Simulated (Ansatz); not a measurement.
# ZnSnN2: the cell at several levels of theory

One table from this session's results is given with a row withheld; the runs are named, their logs left out.

Code: Ansatz 0.2.0. PAW datasets, plane waves, zero pressure. No spin polarisation and no zero-point or thermal motion; the cell was built from a prototype and may be hypothetical.

### Starting point

This is the cell as the run starts from it, not yet at rest; its lengths are not the crystal's.

The symmetry is P-4m2 (No. 115, tetragonal); conventional cell a = 3.109 Å, c = 4.397 Å, 10.62 Å³ an atom. Zn has 4 N at 1.90 Å; N has 2 Zn at 1.90 Å and 2 Sn at 1.90 Å; Sn has 4 N at 1.90 Å.

Structure file:

```
CELL_PARAMETERS angstrom
3.10897 0.00000 0.00000
0.00000 3.10897 0.00000
0.00000 0.00000 4.39675
ATOMIC_POSITIONS crystal
Zn 0.00000 0.00000 0.00000
N 0.00000 0.50000 0.25000
Sn 0.50000 0.50000 0.50000
N 0.50000 0.00000 0.75000
```

The first run:

input.yaml reads:

```yaml
crystal:
  lattice:
    - [3.1089740312, 0.0, 0.0]
    - [0.0, 3.1089740312, 0.0]
    - [0.0, 0.0, 4.39675324]
  atoms:
    - { symbol: Zn, position: [0.0, 0.0, 0.0] }
    - { symbol: "N", position: [0.0, 0.5, 0.25] }
    - { symbol: Sn, position: [0.5, 0.5, 0.5] }
    - { symbol: "N", position: [0.5, 0.0, 0.75] }
kpoints:
  mp_grid: { grid: [8, 8, 6] }
hamiltonian:
  xc: pbe
scf:
  occupations: { method: fermi_dirac, width: 0.02 }
relax:
  f_tol: 0.005
  cell: {}
```

The run is started by

```bash
> ansatz run input.yaml --threads 2 --pin off --max-ram 2211MiB --backend cpu --events-out ev --progress --plain --runs-dir out
```

Steps of the session up to this table: Relaxing with PBE; Relaxation with r2SCAN; PBEsol: cell and atoms; LDA: cell and atoms; Relaxation with HSE06.

One table of the session follows, with a row left open; its other results are not shown here.

It belongs to the step «The cells side by side». 

| level | a (Å) | c (Å) | volume (Å³/atom) |
| --- | --- | --- | --- |
| PBE | 3.414 | 4.764 | 13.879 |
| r2SCAN | 3.382 | 4.700 | 13.439 |
| PBEsol | ? | ? | ? |
| LDA | 3.350 | 4.624 | 12.975 |
| HSE06 | 3.380 | 4.701 | 13.424 |

Estimate the missing values for PBEsol.

The run gave: a (Å): 3.379; c (Å): 4.681; volume (Å³/atom): 13.360. In the column «a (Å)» it lies between LDA (3.350) and HSE06 (3.380).

The first relaxation changed the volume by +30.6 % from the start. LDA gives the smallest cell and PBE the largest; they differ by 7.0 % in volume, a mean of 2.3 % in length. The meshes differ: PBE 8×8×6, r2SCAN 6×6×6, PBEsol 6×6×6, LDA 6×6×6, HSE06 4×4×4.
